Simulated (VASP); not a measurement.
Wanted: the native input for a VASP 6.6.1 run.

```yaml
Task: relaxation of shape and atoms at fixed volume
Functional: PBEsol
Potentials_or_basis: VASP PAW PBE potentials, release 64 (Si, Ni)
Cutoff: 600 eV
k_mesh: 12 × 12 × 8
Occupations: methfessel-paxton, width 0.1 eV
Spin: no spin polarisation
Further_INCAR_settings: ALGO = Normal; EDIFF = 1e-07; IBRION = 2; EDIFFG = -0.01; NSW = 40; ISIF = 4
```

The structure of SiNi lies in POSCAR:

```
SiNi                                    
1.0
    2.9099109615      0.0000000000      0.0000000000
    0.0000000000      3.2323654778      0.0000000000
    0.0000000000      0.0000000000      4.6141831710
  Si              Ni            
     2     2
Direct
     0.0000000000000000    0.0000000000000000    0.1574937870316070
     0.5000000000000000    0.5000000000000000    0.8425062129683929
     0.0000000000000000    0.0000000000000000    0.6566780341748244
     0.5000000000000000    0.5000000000000000    0.3433219658251757
```

The cell is a database's computed one.

The cell isn't the ideal one: a relaxed cell with its volume scaled by 0.96.

The input as run:

INCAR

```
PREC     = Accurate       # precision mode
ENCUT    = 600            # plane-wave cutoff, eV
EDIFF    = 1E-7           # SCF threshold, eV
ISMEAR   = 1              # smearing method
SIGMA    = 0.1            # smearing width, eV
LREAL    = F              # projectors in reciprocal space
LASPH    = T              # aspherical terms in the spheres
NELM     = 80             # most SCF steps
ALGO     = Normal         # electronic algorithm
ISIF     = 4              # what is computed and relaxed
LWAVE    = F              # write WAVECAR
LCHARG   = F              # write CHGCAR
GGA      = PS             # functional
IBRION   = 2              # ionic algorithm
NSW      = 40             # ionic steps
EDIFFG   = -0.01          # ionic threshold
KPAR     = 2
```

KPOINTS

```
Automatic mesh
0
Gamma
  12 12 8
```

Potentials or basis: VASP PAW PBE potentials, release 64 (Si, Ni).

Run with:

```console
$ cat potpaw_PBE.64/Si/POTCAR potpaw_PBE.64/Ni/POTCAR > POTCAR
$ mpirun -np 2 vasp_std > vasp.out
```

Results of the run:

```json
{"Energy gained by relaxing": "0.9 meV/atom", "Ionic steps": "6", "Pressure after relaxing": "8.4 GPa", "Largest force after relaxing": "0.010 eV/Å", "Band gap on the k mesh": "none (metal or under the smearing width)"}
```

Caveat: the PAW data sets were made with another functional, which shifts forces and pressure a little.

Wall time 2.8 min on 2 MPI ranks on Intel(R) Xeon(R) 6975P-C (Granite Rapids) (shared host), peak memory 0.32 GiB a rank.
